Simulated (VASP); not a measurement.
Wanted: the native input for a VASP 6.6.1 run.

```
Task                   : work function
Functional             : PBE
Potentials or basis    : VASP PAW PBE potentials, release 64 (Bi_d)
Cutoff                 : 520 eV
k mesh                 : 9 × 9 × 1
Occupations            : gaussian, width 0.05 eV
Spin                   : no spin polarisation
Dipole correction      : yes
Further INCAR settings : ALGO = Normal; EDIFF = 1e-06
```

The structure of Bi lies in POSCAR:

```
Bi
1.0
    3.1293200000      0.0000000000      0.0000000000
    0.0000000000      3.1293200000      0.0000000000
    0.0000000000      0.0000000000     23.8000000000
Bi
1
Direct
    0.5000000000      0.5000000000      0.2941200000
```

The cell was built by a generator and needn't be a form met in nature.

These files were run (other wordings do the same):

INCAR

```
PREC     = Accurate       # precision mode
ENCUT    = 520            # plane-wave cutoff, eV
EDIFF    = 1E-6           # SCF threshold, eV
ISMEAR   = 0              # smearing method
SIGMA    = 0.05           # smearing width, eV
LREAL    = False          # projectors in reciprocal space
LASPH    = True           # aspherical terms in the spheres
NELM     = 60             # most SCF steps
ALGO     = Normal         # electronic algorithm
ISIF     = 2              # what is computed and relaxed
LWAVE    = False          # write WAVECAR
LCHARG   = True           # write CHGCAR
LDIPOL   = True         
IDIPOL   = 3            
DIPOL    = 0.5 0.5 0.294
GGA      = PE             # functional
LELF     = True           # ELF
LVHAR    = True         
LVACPOTAV= True
```

KPOINTS

```
Automatic mesh
0
Gamma
  9 9 1
```

Potentials or basis: VASP PAW PBE potentials, release 64 (Bi_d).

Command:

```sh
$ cat potpaw_PBE.64/Bi_d/POTCAR > POTCAR
$ mpirun -np 1 vasp_std > vasp.out
```

It gave:

```json
{
  "Band gap on the k mesh": "none (metal or under the smearing width)",
  "Work function of the upper face": "4.60 eV",
  "Work function of the lower face": "4.60 eV"
}
```

Caveat: spin-orbit coupling is left out, which moves the levels of the heavy elements.

Run time: 21 s on 1 thread of Intel(R) Xeon(R) 6975P-C (Granite Rapids), with other jobs on the host, peak memory 0.3 GiB.
